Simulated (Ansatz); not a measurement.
**Ti started on an O site next to O started in the widest void in rutile TiO2, 73 atoms, charge 0**

All numbers come from Ansatz (PAW, plane waves, no spin–orbit coupling) at the single k point (¼, ¼, ¼) without its symmetry partners. The atoms were relaxed with PBEsol in a fixed cell; other functionals are single points on those atoms unless said otherwise. The valence top and gap of the host come from its small cell on a dense mesh, with the band extrema sought between the mesh points, lined up by the mean potential, PBEsol gap 1.87 eV, r²SCAN gap 2.24 eV.

Relaxed structure:

```
Ti O
1.0
     9.18283    0.00000    0.00000
     0.00000    9.18283    0.00000
     0.00000    0.00000    8.81661
Ti O
25 48
Direct
  0.00363 0.99753 0.00185
  0.00079 0.99953 0.33854
  0.00393 0.99787 0.67497
  0.00268 0.50970 0.00398
  0.00614 0.50810 0.34040
  0.00332 0.50999 0.67695
  0.50171 0.01062 0.00447
  0.51855 0.97525 0.33929
  0.50121 0.01094 0.67329
  0.50574 0.49670 0.00586
  0.48804 0.53243 0.33964
  0.50512 0.49684 0.67447
  0.23463 0.25183 0.16826
  0.23467 0.25212 0.51138
  0.25513 0.26104 0.84025
  0.25059 0.75679 0.17128
  0.25068 0.75723 0.50919
  0.26197 0.75284 0.84011
  0.77225 0.25530 0.16728
  0.77228 0.25588 0.51045
  0.75155 0.24646 0.83852
  0.75621 0.75052 0.16961
  0.75611 0.75073 0.50737
  0.74495 0.75454 0.83857
  0.50340 0.25388 0.33924
  0.15732 0.15140 0.00152
  0.15991 0.14862 0.34018
  0.15802 0.15084 0.67733
  0.15782 0.65664 0.00429
  0.16039 0.65177 0.33896
  0.15853 0.65582 0.67412
  0.66052 0.15351 0.00936
  0.67682 0.13735 0.33906
  0.66037 0.15399 0.66870
  0.66034 0.64654 0.00664
  0.65650 0.65508 0.33921
  0.65963 0.64715 0.67188
  0.34642 0.35364 0.00997
  0.32984 0.37029 0.33965
  0.34610 0.35410 0.66943
  0.34713 0.86036 0.00686
  0.35006 0.85269 0.33955
  0.34641 0.86105 0.67209
  0.84870 0.35682 0.00135
  0.84676 0.35898 0.33847
  0.84935 0.35625 0.67726
  0.84816 0.85182 0.00453
  0.84642 0.85579 0.33983
  0.84883 0.85103 0.67434
  0.09274 0.40168 0.16994
  0.09177 0.40116 0.50815
  0.10055 0.40757 0.83941
  0.09784 0.90216 0.17415
  0.09713 0.90140 0.50483
  0.09961 0.90218 0.83937
  0.58795 0.38987 0.18380
  0.59870 0.39899 0.83933
  0.59865 0.89664 0.16326
  0.59991 0.89781 0.51600
  0.59714 0.90580 0.83925
  0.41823 0.11653 0.18427
  0.41882 0.11780 0.49486
  0.40796 0.10847 0.83952
  0.40674 0.60999 0.16275
  0.40810 0.61097 0.51557
  0.40955 0.60178 0.83945
  0.91484 0.10627 0.17049
  0.91386 0.10590 0.50876
  0.90626 0.10012 0.83934
  0.90961 0.60628 0.17385
  0.90875 0.60533 0.50456
  0.90715 0.60548 0.83923
  0.58841 0.39115 0.49438
```

Chemical potentials μ are those of reference phases of the elements at zero temperature by the same functional (the usual solids, diamond for C, grey Sn, and the molecules H2, N2, O2, F2, Cl2, Br2 and S8).

```
functional  E(defect) − E(host) − Σ nμ + q·E_VBM (eV)  monopole (eV)  alignment (eV)  formation energy at E_F = VBM (eV)  moment (μB)            wall time, shared host
    PBEsol                                      -1.66           0.00            0.00                               -1.66  0 (no spin)  55 s on NVIDIA H100 (relaxation)
```

(1) Estimate the formation energy and moment that r²SCAN gives on these atoms.

r²SCAN one-electron levels near the gap (the ten most localised at most), from the host's valence top:

```tsv
level (eV)	spin	filling	atoms sharing it	element of the atom with most weight
-0.15	both	2.00	42.9	spread
2.20	both	2.00	12.3	Ti
```

The charge sits partly or wholly in a band of the host, at the cell's one k point and not at the band edge, so the formation energy is too high and the charge correction doesn't apply as it stands.

The runs had no spin polarisation though PBEsol leaves holes or close levels at the Fermi level; a state of higher spin may be lower.

All elements are taken at their own reference at once; growth conditions in equilibrium with the host shift these energies, by up to the host's formation enthalpy.

One k point and a cell of this size can leave errors of several tenths of an eV in such numbers.

## Answers

(1) -1.20 eV at E_F = VBM, moment 0 (no spin).
